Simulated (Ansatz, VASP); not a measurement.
Two plane-wave programs on NaI

INCAR

```
PREC = Accurate ; ENCUT = 520
EDIFF = 1E-6 ; ISMEAR = 0
SIGMA = 0.01 ; LREAL = F
LASPH = T ; NELM = 80
ALGO = Normal ; ISIF = 2
LWAVE = F ; LCHARG = F
GGA = PE ; NBANDS = 14
```

KPOINTS

```
Automatic mesh
0
Gamma
  6 6 6
```

File POSCAR:

```
NaI
1.0
    0.0000000000      3.5809730739      3.5809730739
    3.5809730739      0.0000000000      3.5809730739
    3.5809730739      3.5809730739      0.0000000000
Na I
1 1
Direct
    0.0000000000      0.0000000000      0.0000000000
    0.2500000000      0.2500000000      0.2500000000
```

Input for Ansatz:

```yaml
crystal:
  lattice:
    - [0.0, 3.5809730739, 3.5809730739]
    - [3.5809730739, 0.0, 3.5809730739]
    - [3.5809730739, 3.5809730739, 0.0]
  atoms:
    - { symbol: Na, position: [0.0, 0.0, 0.0] }
    - { symbol: I, position: [0.25, 0.25, 0.25] }
kpoints:
  mp_grid: { grid: [6, 6, 6] }
hamiltonian:
  xc: pbe
scf:
  occupations: { method: fixed }
  n_extra_bands: 4
output:
  forces: true
  stress: true
  eigenvalues: true
```

Alike in both runs: task single point; functional PBE; k mesh 6 × 6 × 6; no spin polarisation.

```csv
,VASP,Ansatz
version,VASP 6.6.1,Ansatz 0.2.0
potentials or method,"VASP PAW PBE potentials, release 64 (Na_pv, I)","plane waves, PAW"
plane-wave cutoff (eV),520,420
occupations,"gaussian, width 0.01 eV",fixed
valence electrons in the cell,14,26
```

```tsv
	VASP	Ansatz	Ansatz less VASP
gap on the k mesh at the Fermi level (eV)	3.77	3.77	+0.003
pressure (GPa)	0.0	0.0	-0.01
```

The two sets of potentials don't hold the same shells in valence.

Caveats: spin-orbit coupling is left out, which moves the levels of the heavy elements.
